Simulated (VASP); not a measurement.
Set up this calculation in VASP 6.6.1, as the native input.

```yaml
Task: single point
Functional: PBE
Potentials_or_basis: VASP PAW PBE potentials, release 64 (Al, N)
Cutoff: 520 eV
k_mesh: 8 × 8 × 6
Occupations: gaussian, width 0.01 eV
Spin: no spin polarisation
Dipole_correction: no
Further_INCAR_settings: ALGO = Normal; EDIFF = 1e-06; NBANDS = 16
```

The structure of AlN lies in POSCAR:

```
AlN
1.0
    3.0765383238      0.0000000000      0.0000000000
   -1.5382691619      2.6643603442      0.0000000000
    0.0000000000      0.0000000000      4.9122681459
Al N
2 2
Direct
    0.3333333333      0.6666666667     -0.0003451523
    0.6666666667      0.3333333333      0.4996548477
    0.3333333333      0.6666666667      0.3823451523
    0.6666666667      0.3333333333      0.8823451523
```

The cell was built by a generator and needn't be a form met in nature.

These files were run (other wordings do the same):

INCAR

```
ALGO = Normal
EDIFF = 1E-6
ENCUT = 520
GGA = PE
ISIF = 2
ISMEAR = 0
LASPH = T
LCHARG = F
LREAL = F
LWAVE = F
NBANDS = 16
NELM = 80
PREC = Accurate
SIGMA = 0.01
```

KPOINTS

```
k-points
0
Gamma
  8 8 6
```

Potentials or basis: VASP PAW PBE potentials, release 64 (Al, N).

Launch:

```bash
$ cat potpaw_PBE.64/Al/POTCAR potpaw_PBE.64/N/POTCAR > POTCAR
$ mpirun -np 1 vasp_std > vasp.out
```

Results of the run:

```json
{
 "Pressure": "11.8 GPa",
 "Band gap on the k mesh": "4.51 eV, direct"
}
```

Wall time 27 s on 1 thread of Intel(R) Xeon(R) Platinum 8175M CPU @ 2.50GHz (Skylake/Cascade Lake), on a shared host, peak memory 0.16 GiB.
